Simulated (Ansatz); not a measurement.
# BaTiO3: the cost of one run

Computed with Ansatz 0.2.0 (DFT PBE, scalar-relativistic, plane waves, PAW, unless a step's input says otherwise).

### Step 1. Starting point

The structure is trigonal, space group R3m (No. 160). The conventional cell has a = 5.655 Å, b = 5.655 Å, c = 6.955 Å, α = 90.00°, β = 90.00°, γ = 120.00°. Ba (site symmetry 3m) has 12 O at 2.79 to 2.89 Å in its first shell of neighbours. Ti (site symmetry 3m) has 6 O at 1.87 to 2.14 Å in its first shell of neighbours. Around O (site symmetry m) lie 2 Ti at 1.87 to 2.14 Å and 1 Ba at 2.79 Å.

As a file:

```
Ba Ti O
1.0
     5.65473    3.26476    4.63679
    -5.65473    3.26476    4.63679
     0.00000   -6.52952    4.63679
Ba Ti O
8 8 24
Direct
  0.00000 0.00000 0.00000
  0.00000 0.00000 0.50000
  0.00000 0.50000 0.00000
  0.00000 0.50000 0.50000
  0.50000 0.00000 0.00000
  0.50000 0.00000 0.50000
  0.50000 0.50000 0.00000
  0.50000 0.50000 0.50000
  0.24225 0.24225 0.24225
  0.24225 0.24225 0.74225
  0.24225 0.74225 0.24225
  0.24225 0.74225 0.74225
  0.74225 0.24225 0.24225
  0.74225 0.24225 0.74225
  0.74225 0.74225 0.24225
  0.74225 0.74225 0.74225
  0.25430 0.25430 0.00875
  0.25430 0.25430 0.50875
  0.25430 0.75430 0.00875
  0.25430 0.75430 0.50875
  0.75430 0.25430 0.00875
  0.75430 0.25430 0.50875
  0.75430 0.75430 0.00875
  0.75430 0.75430 0.50875
  0.00875 0.25430 0.25430
  0.00875 0.25430 0.75430
  0.00875 0.75430 0.25430
  0.00875 0.75430 0.75430
  0.50875 0.25430 0.25430
  0.50875 0.25430 0.75430
  0.50875 0.75430 0.25430
  0.50875 0.75430 0.75430
  0.25430 0.00875 0.25430
  0.25430 0.00875 0.75430
  0.25430 0.50875 0.25430
  0.25430 0.50875 0.75430
  0.75430 0.00875 0.25430
  0.75430 0.00875 0.75430
  0.75430 0.50875 0.25430
  0.75430 0.50875 0.75430
```

The runs take a perfect supercell of 40 atoms; the defect goes to fractional position (0.000, 0.000, 0.000).

### Step 2. The perfect supercell

File input.yaml:

```yaml
crystal:
  lattice:
    - [5.654733, 3.264762, 4.636787]
    - [-5.654733, 3.264762, 4.636787]
    - [0.0, -6.529523, 4.636787]
  atoms:
    - { symbol: Ba, position: [0.0, 0.0, 0.0] }
    - { symbol: Ba, position: [0.0, 0.0, 0.5] }
    - { symbol: Ba, position: [0.0, 0.5, 0.0] }
    - { symbol: Ba, position: [0.0, 0.5, 0.5] }
    - { symbol: Ba, position: [0.5, 0.0, 0.0] }
    - { symbol: Ba, position: [0.5, 0.0, 0.5] }
    - { symbol: Ba, position: [0.5, 0.5, 0.0] }
    - { symbol: Ba, position: [0.5, 0.5, 0.5] }
    - { symbol: Ti, position: [0.24225, 0.24225, 0.24225] }
    - { symbol: Ti, position: [0.24225, 0.24225, 0.74225] }
    - { symbol: Ti, position: [0.24225, 0.74225, 0.24225] }
    - { symbol: Ti, position: [0.24225, 0.74225, 0.74225] }
    - { symbol: Ti, position: [0.74225, 0.24225, 0.24225] }
    - { symbol: Ti, position: [0.74225, 0.24225, 0.74225] }
    - { symbol: Ti, position: [0.74225, 0.74225, 0.24225] }
    - { symbol: Ti, position: [0.74225, 0.74225, 0.74225] }
    - { symbol: O, position: [0.2543, 0.2543, 0.00875] }
    - { symbol: O, position: [0.2543, 0.2543, 0.50875] }
    - { symbol: O, position: [0.2543, 0.7543, 0.00875] }
    - { symbol: O, position: [0.2543, 0.7543, 0.50875] }
    - { symbol: O, position: [0.7543, 0.2543, 0.00875] }
    - { symbol: O, position: [0.7543, 0.2543, 0.50875] }
    - { symbol: O, position: [0.7543, 0.7543, 0.00875] }
    - { symbol: O, position: [0.7543, 0.7543, 0.50875] }
    - { symbol: O, position: [0.00875, 0.2543, 0.2543] }
    - { symbol: O, position: [0.00875, 0.2543, 0.7543] }
    - { symbol: O, position: [0.00875, 0.7543, 0.2543] }
    - { symbol: O, position: [0.00875, 0.7543, 0.7543] }
    - { symbol: O, position: [0.50875, 0.2543, 0.2543] }
    - { symbol: O, position: [0.50875, 0.2543, 0.7543] }
    - { symbol: O, position: [0.50875, 0.7543, 0.2543] }
    - { symbol: O, position: [0.50875, 0.7543, 0.7543] }
    - { symbol: O, position: [0.2543, 0.00875, 0.2543] }
    - { symbol: O, position: [0.2543, 0.00875, 0.7543] }
    - { symbol: O, position: [0.2543, 0.50875, 0.2543] }
    - { symbol: O, position: [0.2543, 0.50875, 0.7543] }
    - { symbol: O, position: [0.7543, 0.00875, 0.2543] }
    - { symbol: O, position: [0.7543, 0.00875, 0.7543] }
    - { symbol: O, position: [0.7543, 0.50875, 0.2543] }
    - { symbol: O, position: [0.7543, 0.50875, 0.7543] }
basis:
  ecutwfc: 420
  fft_grid_basis: typed
kpoints:
  mp_grid: { grid: [3, 3, 3] }
hamiltonian:
  xc: pbe
  pseudopotentials: { kind: paw }
scf:
  occupations: { method: gaussian, width: 0.05 }
output:
  forces: true
  stress: false
  eigenvalues: true
  bader: false
  write_density: true
  volumetric_format: npy
```

Started as:

```bash
$ ansatz run input.yaml --threads 4 --pin off --max-ram 10240MiB --backend cpu --events-out ev --progress --plain --runs-dir out
```

**Question.** How long does this run take on 4 threads of Arm Neoverse V2, shared host, and how much memory does it need?

About 18 s, with a peak of 2.2 GiB.
